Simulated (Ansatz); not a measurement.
A single-point calculation of CdSe in the wurtzite structure with Ansatz 0.2.0, at the level r2SCAN+SOC. The cell was relaxed with r2SCAN and then strained (uniaxial +2.0 % along z, other directions held), with the atoms relaxed again with r2SCAN; k points keep the names of the unstrained zone.

```yaml
crystal:
  lattice:
    - [4.3407236653, 0.0, 0.0]
    - [-2.1703618326, 3.759176965, 0.0]
    - [0.0, 0.0, 7.2181789021]
  atoms:
    - { symbol: Cd, position: [0.3333333333, 0.6666666667, 0.0015566779] }
    - { symbol: Cd, position: [0.6666666667, 0.3333333333, 0.5015566779] }
    - { symbol: Se, position: [0.3333333333, 0.6666666667, 0.3734433221] }
    - { symbol: Se, position: [0.6666666667, 0.3333333333, 0.8734433221] }
kpoints:
  mp_grid: { grid: [12, 12, 4] }
  band_path:
    path:
      - [0.0, 0.0, 0.0]
      - [0.5, 0.0, 0.0]
      - [0.3333333333, 0.3333333333, 0.0]
      - [0.0, 0.0, 0.5]
      - [0.5, 0.0, 0.5]
      - [0.3333333333, 0.3333333333, 0.5]
    npoints: 1
hamiltonian:
  xc: r2scan
scf:
  occupations: { method: fermi_dirac, width: 0.02 }
  n_extra_bands: 10
magnetization:
  noncollinear: true
  spin_orbit: true
output:
  forces: true
  stress: true
  eigenvalues: true
  write_density: true
  write_potential: true
  elf: true
  volumetric_format: npy
```

The output follows, shortened, with numbered blanks.
```
scf.n_extra_bands = 10 over 72 filled bands (N_el = 72.0): the run solves 82 bands
Functional definition: r2SCAN
Crystal: 4 atoms, lattice volume = 117.783 Å³
Basis set: ecut = 500 eV, 2997 PW (Γ)
Symmetry: 12 space group operations + 12 with time reversal
Magnetic group: BNS 186.204 (UNI 1434)
k-points: 57 of 576 (time reversal used)
SCF converged after 9 iterations
Free energy (F): -27472.940078 eV
[1]
--- Forces (eV/Å), atoms counted from 1 ---
  atom   1  Cd      0.00000      0.00000    -0.00468
  atom   2  Cd      0.00000      0.00000    -0.00468
  atom   3  Se      0.00000      0.00000      0.00467
  atom   4  Se      0.00000      0.00000      0.00467
--- Stress (GPa, compression-positive) ---
[2]
--- Band table (eV; the first three rows and the last of 57) ---
[3]
```

The rows of the band table are 0: (0, 0, 0) = Γ, 1: (0, 0, 1/4), 2: (0, 0, -1/2) = A, 56: (1/3, 1/3, -1/2) = H.

Q: What stood in the gaps? They hold the stress, the Fermi energy and the band table.

A:
```
[1]
Fermi energy:    7.134253 eV
[2]
       -0.741529       0.000000       0.000000
        0.000000      -0.741529       0.000000
        0.000000       0.000000      -1.605831
  P = ⅓ Tr σ = -1.0296 GPa (-10.296 kbar)
[3]
  k-point 0: bands = […, 5.9951, 5.9951, 6.2774, 6.2774, 6.6103, 6.6103, 6.6828, 6.6828, 7.5839, 7.5839, 9.2974, 9.2974, 12.7658, 12.7658, …]
  k-point 1: bands = […, 5.8575, 5.8575, 6.0895, 6.0895, 6.3490, 6.3490, 6.5751, 6.5751, 8.5518, 8.5518, 9.3624, 9.3624, 12.6155, 12.6155, …]
  k-point 2: bands = […, 6.0917, 6.0917, 6.0917, 6.0917, 6.3256, 6.3256, 6.3256, 6.3256, 9.3265, 9.3265, 9.3265, 9.3265, 12.7088, 12.7088, …]
  k-point 56: bands = […, 4.2134, 4.2134, 4.3133, 4.3133, 5.4072, 5.4072, 5.4638, 5.4638, 10.5824, 10.5824, 10.6508, 10.6508, 12.5214, 12.5214, …]
```
The trailing digits, and the zero of the energies, depend on the potentials and thresholds.

r2SCAN+SOC gives a direct gap of 0.90 eV at Γ. Edges are sought over the mesh and the listed points. The mean pressure at these positions is -1.03 GPa, compression counted positive.

Wall time 26 s on 1 × NVIDIA H100 80GB HBM3 with 2 threads of AMD EPYC 7R13 Processor (Zen 3), with other jobs on the host; peak host memory 1.8 GiB.

Calculated for a static, non-magnetic cell.
